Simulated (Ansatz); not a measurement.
SnO2 on the sites of monoclinic HfO2 (relaxed group Pbcn) was relaxed with 3 functionals in the PAW code Ansatz, cell and atoms free, the symmetry of the start kept (meshes: PBE 6×6×6, r2SCAN 4×6×4, PBEsol 4×6×4). Simulation only: spin-unpolarised, and no claim that this is the phase found in nature.

The PBE result:
Space group Pbcn (No. 60). a = 4.790 Å, b = 5.824 Å, c = 5.305 Å, α = 90.00°, β = 90.00°, γ = 90.00°
```
atom  site  symmetry       x       y       z
  Sn    4c       .2.  0.5000  0.6652  0.7500
   O    8d         1  0.2301  0.8929  0.5782
```

The symmetry is Pbcn (No. 60, orthorhombic); a = 4.790 Å, b = 5.824 Å, c = 5.305 Å in the conventional setting, 12.33 Å³ an atom. Around Sn lie 6 O at 2.06–2.14 Å; around O lie 3 Sn at 2.06–2.14 Å.

**Question.** What lattice does r2SCAN give?

**Answer.** a = 4.731 Å, b = 5.745 Å, c = 5.238 Å; the volume differs by -3.8 % from PBE's. Sn is surrounded by 6 O at 2.03–2.11 Å; O is surrounded by 3 Sn at 2.03–2.11 Å.

**Question.** What lattice does PBEsol give?

**Answer.** a = 4.743 Å, b = 5.751 Å, c = 5.248 Å; the volume differs by -3.3 % from PBE's. Sn has 6 O at 2.04–2.11 Å; O has 3 Sn at 2.04–2.11 Å.

**Question.** Held at the r2SCAN cell, what mean stress does PBE find, and does its sign point to its own minimum?

**Answer.** Yes. PBE +7.90 GPa, and its relaxed volume is +4.0 % from r2SCAN's. Compression counts positive, so a positive stress asks for a larger cell.
